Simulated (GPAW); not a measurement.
Al:

```
Al
1.0
     2.83922    0.00000    0.00000
     1.44186    2.44655    0.00000
     1.33756    0.86711    2.38525
Al
1
Direct
  0.00000 0.00000 0.00000
```

The cell isn't the ideal one: cell sheared at random, sigma 0.03, atoms nudged by 0.01 Å.

| Property | Result |
| --- | --- |
| Program | GPAW 26.7.0 |
| Task | relaxation of cell and atoms |
| Functional | PBEsol |
| Dispersion | D4 |
| Potentials or basis | PAW data sets generated in the run's folder for this functional |
| Cutoff | 600 eV |
| Basis | pw |
| k mesh | 11 × 11 × 11 |
| Occupations | fermi-dirac, width 0.05 eV |
| Spin | no spin polarisation |

At the start: pressure -3.3 GPa; volume 16.57 Å³/atom.

Problem. How do energy, volume and symmetry change on relaxing?

Solution. Over 5 steps the energy falls by 12.3 meV/atom and the volume is 15.90 Å³/atom (-4.1 %); space group I4/mmm (No. 139, to 0.05 Å).

The path:
| step | energy change (eV) | largest force (eV/Å) | pressure (GPa) | volume (Å³) |
| --- | --- | --- | --- | --- |
| 1 | 0.0000 | 0.0000 | -3.29 | 16.57 |
| 2 | -0.0054 | 0.0000 | -2.24 | 16.33 |
| 3 | -0.0113 | 0.0000 | 0.83 | 15.73 |
| 4 | -0.0117 | 0.0000 | 0.41 | 15.80 |
| 5 | -0.0123 | 0.0000 | -0.14 | 15.90 |

Final structure:
```cif
data_structure
_symmetry_space_group_name_H-M 'P 1'
_symmetry_Int_Tables_number 1
_cell_length_a 2.8145
_cell_length_b 2.8214
_cell_length_c 2.8162
_cell_angle_alpha 59.867
_cell_angle_beta 61.008
_cell_angle_gamma 59.854
_cell_volume 15.90
loop_
_atom_site_label
_atom_site_type_symbol
_atom_site_fract_x
_atom_site_fract_y
_atom_site_fract_z
_atom_site_occupancy
Al1 Al 0.00000 0.00000 0.00000 1
```

Caveat: later steps reuse the first step's grids; pairwise dispersion overbinds metals, which lowers pressure and volume.
